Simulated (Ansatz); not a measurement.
Pt: an elastic constant from a strain scan

Method: Ansatz, DFT r2SCAN, scalar-relativistic, plane waves, PAW. Settings: plane waves to 500 eV, k-mesh 26×26×26 (Γ-centred), Gaussian smearing 0.15 eV. Spin–orbit coupling is left out, which can shift energies with elements as heavy as these. No spin polarisation. Energies are free energies at this smearing, counted from the undisturbed cell; pressure is positive in compression.

Zero of the scan (relaxed at this level; with this scan's settings it stands at 0.1 GPa):

```
Pt
1.0
     0.00000    1.97011    1.97011
     1.97011    0.00000    1.97011
     1.97011    1.97011    0.00000
Pt
1
Direct
  0.00000 0.00000 0.00000
```

The cell is strained by ε times the Voigt pattern (0, 0, 0, 1, 0, 0) (xx, yy, zz, yz, xz, xy; engineering shear) with fractional coordinates fixed. The cell holds 1 atom in V0 = 15.29 Å³. The stress column is τ = (1/V0) dE/dε, got from the stress tensor σ (compression positive) at each point as −det(1 + εP) σ : P(1 + εP)⁻¹, with P the pattern as a tensor.

```csv
ε,ΔE (meV/atom),τ (GPa)
-0.0350,3.628,-2.244
-0.0300,2.642,-1.891
-0.0200,1.158,-1.227
-0.0100,0.287,-0.603
0.0000,0.000,0.000
0.0100,0.287,0.603
0.0200,1.158,1.227
0.0300,2.642,1.891
0.0350,3.628,2.244
0.0400,?,?
```

Which combination of elastic constants does this scan measure, and how large is it?

For small ε, τ = τ0 + Kε with K = pᵀCp, which for this pattern is C44 in the cubic axes. The parabola through τ at ε = -0.0100, 0 and 0.0100 has slope K = 60 GPa at zero. The energies per cell, E = NΔE, of the same two points give K = 2[E(ε₊)/ε₊ − E(ε₋)/ε₋]/[(ε₊ − ε₋)V0] = 60 GPa, in agreement.

Predict the withheld row at ε = 0.0400 from the harmonic law, and compare.

ΔE = V0(τ0 ε + Kε²/2)/N = 4.604 meV/atom and τ = 2.41 GPa. The calculation gives 4.787 meV/atom and 2.61 GPa, a miss of 4.0 % of the harmonic energy, so the harmonic law still holds here.

In a metal these slopes depend on the k mesh and the smearing.

Cost: 6 runs of about 4.4 core-minutes in all, on Arm Neoverse V2 (shared hosts).